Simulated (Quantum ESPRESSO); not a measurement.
Input of a Quantum ESPRESSO 7.5 run:

Contents of pw.in:

```
&CONTROL
  calculation = 'scf'
  prefix = 'pwscf'
  outdir = './tmp'
  pseudo_dir = './pseudo'
  tprnfor = .true.
  tstress = .true.
  disk_io = 'low'
/
&SYSTEM
  ibrav = 0
  nat = 1
  ntyp = 1
  ecutwfc = 55
  ecutrho = 440
  nbnd = 18
  occupations = 'smearing'
  smearing = 'fd'
  degauss = 0.00367493
  nspin = 2
  starting_magnetization(1) = 0.0556
/
&ELECTRONS
  conv_thr = 2d-10
  electron_maxstep = 120
  mixing_beta = 0.3
/
ATOMIC_SPECIES
Ni    58.6934 ni_pbe_v1.4.uspp.F.UPF
CELL_PARAMETERS angstrom
   0.0000000000    1.7375729330    1.7375729330
   1.7375729330    0.0000000000    1.7375729330
   1.7375729330    1.7375729330    0.0000000000
ATOMIC_POSITIONS crystal
Ni     0.0000000000    0.0000000000    0.0000000000
K_POINTS automatic
13 13 13 0 0 0
```

Contents of pp_density.in:

```
&INPUTPP
  prefix = 'pwscf'
  outdir = './tmp'
  filplot = 'density.dat'
  plot_num = 0
/
&PLOT
  nfile = 1
  filepp(1) = 'density.dat'
  iflag = 3
  output_format = 6
  fileout = 'density.cube'
/
```

pp_potential.in

```
&INPUTPP
  prefix = 'pwscf'
  outdir = './tmp'
  filplot = 'potential.dat'
  plot_num = 11
/
&PLOT
  nfile = 1
  filepp(1) = 'potential.dat'
  iflag = 3
  output_format = 6
  fileout = 'potential.cube'
/
```

File pp_spin.in:

```
&INPUTPP
  prefix = 'pwscf'
  outdir = './tmp'
  filplot = 'spin.dat'
  plot_num = 6
/
&PLOT
  nfile = 1
  filepp(1) = 'spin.dat'
  iflag = 3
  output_format = 6
  fileout = 'spin.cube'
/
```

Potentials or basis: SSSP 1.3 efficiency PBE.

Command:

```console
$ OMP_NUM_THREADS=1 pw.x -in pw.in > pw.out
$ OMP_NUM_THREADS=1 pp.x -in pp_density.in > pp_density.out
$ OMP_NUM_THREADS=1 pp.x -in pp_potential.in > pp_potential.out
$ OMP_NUM_THREADS=1 pp.x -in pp_spin.in > pp_spin.out
```

Q: Predict the band gap on the k mesh.

A: None (metal or under the smearing width).

Q: Predict the pressure.

A: 7.7 GPa.

Q: What does it give for the site moments?

A: Ni +0.67 μB.
